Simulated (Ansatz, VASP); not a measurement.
**Pt in VASP and in Ansatz**

The input INCAR:

```
ALGO = Fast
EDIFF = 1E-7
ENCUT = 520
GGA = PS
ISIF = 2
ISMEAR = -1
LASPH = True
LCHARG = False
LREAL = False
LWAVE = False
NBANDS = 11
NELM = 100
PREC = Accurate
SIGMA = 0.05
```

KPOINTS

```
k-points
0
Gamma
  12 12 12
```

The input POSCAR:

```
Pt
1.0
   -1.5628089970      1.5628089970      1.5628089970
    1.5628089970     -1.5628089970      1.5628089970
    1.5628089970      1.5628089970     -1.5628089970
Pt
1
Direct
    0.0000000000      0.0000000000      0.0000000000
```

The input input.yaml:

```yaml
crystal:
  lattice:
    - [-1.562808997, 1.562808997, 1.562808997]
    - [1.562808997, -1.562808997, 1.562808997]
    - [1.562808997, 1.562808997, -1.562808997]
  atoms:
    - { symbol: Pt, position: [0.0, 0.0, 0.0] }
hamiltonian:
  xc: pbesol
  pseudopotentials: { kind: paw }
kpoints:
  mp_grid: { grid: [12, 12, 12] }
scf:
  occupations: { method: fermi_dirac, width: 0.05 }
output:
  forces: true
  stress: true
  eigenvalues: true
```

This isn't the form of Pt at room conditions, which is fcc.

Alike in both runs: task single point; functional PBEsol; k mesh 12 × 12 × 12; occupations fermi-dirac, width 0.05 eV; no spin polarisation.

|  | VASP | Ansatz |
| --- | --- | --- |
| version | VASP 6.6.1 | Ansatz 0.2.0 |
| potentials or method | VASP PAW PBE potentials, release 64 (Pt) | Ansatz PAW |
| plane-wave cutoff (eV) | 520 | 420 |
| valence electrons in the cell | 10 | 18 |

|  | VASP | Ansatz | Ansatz less VASP |
| --- | --- | --- | --- |
| gap on the k mesh at the Fermi level (eV) | none | none | - |
| pressure (GPa) | -1.7 | -1.3 | +0.35 |

A gap of «none» marks a metal or a gap that the smearing closes. The two sets of potentials don't hold the same shells in valence.

Caveats: the PAW data sets were made with another functional, which shifts forces and pressure a little (VASP); the PAW data sets come from PBE, with cores solved anew for the run's functional, which leaves a small shift of forces and pressure (Ansatz). Spin-orbit coupling is left out, which matters for the levels of Pt.
